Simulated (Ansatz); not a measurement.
PbS:

```xyz
2
Lattice="2.1127 1.2197 3.4519 -2.1127 1.2197 3.4519 0.0000 -2.4395 3.4519" Properties=species:S:1:pos:R:3 pbc="T T T"
Pb    0.0000    0.0000   10.1545
S     0.0000    0.0000    4.9193
```

The cell is a database's computed one.

Base run:

| Property | Result |
| --- | --- |
| Program | Ansatz 0.2.0 |
| Functional | PBE0 |
| Potentials or basis | Ansatz PAW |
| Cutoff | 420 eV (not typed: the program's choice for these potentials) |
| k mesh | 6 × 6 × 6 |
| Occupations | fermi-dirac, width 0.05 eV |
| Spin | no spin polarisation |

Its results: band gap on the k mesh 1.47 eV, direct; pressure -0.2 GPa.

**Question.** The run is repeated on the same cell with these changes: functional from PBE0 to HSE06. What comes out?

**Answer.** Band gap on the k mesh 0.89 eV, direct; pressure -0.2 GPa.

Caveats: spin-orbit coupling is left out, which as a rule narrows the gap of such compounds by several tenths of an eV; the PAW data sets come from PBE, with cores solved anew for the run's functional, which leaves a small shift of forces and pressure; the thresholds are loose for stress.
